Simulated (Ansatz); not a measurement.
**MgI2: the band gap up the ladder of functionals**

One table from this session's results is given with a row withheld; the runs are named, their logs left out.

Program: Ansatz 0.2.0. PAW datasets, plane waves. These are computed values for a spin-unpolarised cell that may be hypothetical; none is a measurement.

## The structure to begin with

The cell was relaxed beforehand with r2SCAN.

The sheet's in-plane cell has a = 4.189 Å, b = 4.189 Å (γ = 120.0°), and its outermost atoms lie 3.33 Å apart along the normal. Near Mg stand 6 I at 2.94 Å; near I stand 3 Mg at 2.94 Å.

The structure in full:

```
Mg I
1.0
     4.18881    0.00000    0.00000
    -2.09440    3.62761    0.00000
     0.00000    0.00000   30.41472
Mg I
1 2
Direct
  0.00000 0.00000 0.29591
  0.33333 0.66667 0.35066
  0.66667 0.33333 0.24116
```
Periodic in the plane only; c spans the vacuum.

The first run:

The input, input.yaml:

```yaml
crystal:
  lattice:
    - [4.1888055836, 0.0, 0.0]
    - [-2.0944027918, 3.6276120469, 0.0]
    - [0.0, 0.0, 30.4147164568]
  atoms:
    - { symbol: Mg, position: [0.0, 0.0, 0.2959093836] }
    - { symbol: I, position: [0.3333333333, 0.6666666667, 0.3506551177] }
    - { symbol: I, position: [0.6666666667, 0.3333333333, 0.2411636496] }
  periodic: [true, true, false]
kpoints:
  mp_grid: { grid: [12, 12, 1] }
  band_path:
    path:
      - [0, 0, 0]
      - [0.5, 0, 0]
      - [0.3333333333333, 0.3333333333333, 0]
      - [0, 0, 0]
    npoints: 10
hamiltonian:
  xc: pbe
scf:
  occupations: { method: fermi_dirac, width: 0.02 }
  n_extra_bands: 4
output:
  forces: true
  stress: true
  eigenvalues: true
```

On the command line:

```console
$ ansatz run input.yaml --threads 2 --pin off --max-ram 29491MiB --backend cpu --events-out ev --progress --plain --runs-dir out
```

Among the steps run: PBE bands along the symmetry lines; r2SCAN at the same geometry; Single point with HSE06; PBE+SOC; PBE0; LDA; Single point with HSE06+SOC; Single point with Hartree-Fock; Single point with r2SCANh.

One table of the session follows, with a row left open; its other results are not shown here.

| level | gap (eV) |
| --- | --- |
| PBE | 3.67 |
| r2SCAN | 4.30 |
| HSE06 | ? |
| PBE+SOC | 3.32 |
| PBE0 | 5.34 |
| LDA | 3.52 |
| HSE06+SOC | 4.25 |
| Hartree-Fock | 10.01 |
| r2SCANh | 4.87 |

**Question.** Estimate the row for HSE06.

As computed: gap (eV): 4.63. In the column «gap (eV)» it lies between r2SCAN (4.30) and r2SCANh (4.87).

Meshes: PBE 12×12×1, r2SCAN 12×12×1, HSE06 6×6×1, PBE+SOC 12×12×1, PBE0 6×6×1, LDA 12×12×1, HSE06+SOC 6×6×1, Hartree-Fock 6×6×1, r2SCANh 6×6×1

PBE+SOC gives the least gap, 3.32 eV, and Hartree-Fock the largest, 10.01 eV. PBE reaches 79 % of the HSE06 value, and r2SCAN 93 %. PBE0 lies 0.71 eV above HSE06, which differs from it by screening the long-range exchange. The levels disagree on whether the gap is direct.

Limits of these values: Warnings in the runs' records: stress exchange threshold loose, stress scf threshold loose, xc potential rough in thin density.
